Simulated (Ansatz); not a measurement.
# Generalised stacking-fault energy along a line for LiI (rock salt)

Generalised stacking fault of LiI (rock salt) on the {110} plane. The cell below holds the perfect crystal with the plane normal along z; tilting its third vector by the shift puts one fault into each cell, between planes 2.13 Å apart, at fixed cell height.

```
LiI
1.0
    4.25610     0.00000     0.00000
    0.00000     6.01904     0.00000
    2.12805     3.00952     6.38416
I Li
3 3
Direct
  0.00000   0.00000   0.83333
  0.33333   0.33333   0.16667
  0.66667   0.66667   0.50000
  0.00000   0.50000   0.83333
  0.33333   0.83333   0.16667
  0.66667   0.16667   0.50000
```

In-plane vectors a = (4.256, 0.000) Å, b = (0.000, 6.019) Å, area 25.62 Å². The shift is s times the vector b (length 6.019 Å), so s = 1 restores the start. Atoms relax along the normal only. γ = [E(shift) − E(0)] / area.

All values below come from PBE (plane waves to 420 eV, PAW, scalar-relativistic; Ansatz, a quantum-chemistry and plane-wave program). k mesh 7×7×7 (Γ-centred), Fermi-Dirac smearing 0.05 eV. E is the zero-smearing estimate. Compression counts positive. Faults lie only 6.4 Å apart, and holding the cell height raises γ above its relaxed value. LiI was relaxed with its symmetry unable to fall. Spin-orbit coupling is left out, though I is heavy. γ is measured from zero shift.

```json
[
 {"shift (Å)": "0.000", "γ (mJ/m²)": "0", "σ normal to the fault (GPa)": "0.0"},
 {"shift (Å)": "0.502", "γ (mJ/m²)": "73", "σ normal to the fault (GPa)": "0.1"},
 {"shift (Å)": "1.003", "γ (mJ/m²)": "289", "σ normal to the fault (GPa)": "0.9"},
 {"shift (Å)": "1.505", "γ (mJ/m²)": "574", "σ normal to the fault (GPa)": "3.3"},
 {"shift (Å)": "2.006", "γ (mJ/m²)": "842", "σ normal to the fault (GPa)": "5.8"},
 {"shift (Å)": "2.508", "γ (mJ/m²)": "1035", "σ normal to the fault (GPa)": "7.9"},
 {"shift (Å)": "3.010", "γ (mJ/m²)": "1107", "σ normal to the fault (GPa)": "8.7"},
 {"shift (Å)": "3.511", "γ (mJ/m²)": "1035", "σ normal to the fault (GPa)": "7.9"},
 {"shift (Å)": "4.013", "γ (mJ/m²)": "842", "σ normal to the fault (GPa)": "5.8"},
 {"shift (Å)": "4.514", "γ (mJ/m²)": "574", "σ normal to the fault (GPa)": "3.3"},
 {"shift (Å)": "5.016", "γ (mJ/m²)": "289", "σ normal to the fault (GPa)": "0.9"},
 {"shift (Å)": "5.517", "γ (mJ/m²)": "73", "σ normal to the fault (GPa)": "0.1"}
]
```

What the scan shows:

- Highest computed γ on the line = 1107 mJ/m²
- Position of the highest point = s = 0.500
- Local minima between the ends = no computed point is one
- Steepest slope dγ/d(shift) before the first maximum (spline) = 5.8 GPa

(The slope of γ gives the shear force per area between the displaced halves; near zero shift its curvature is an elastic stiffness.)
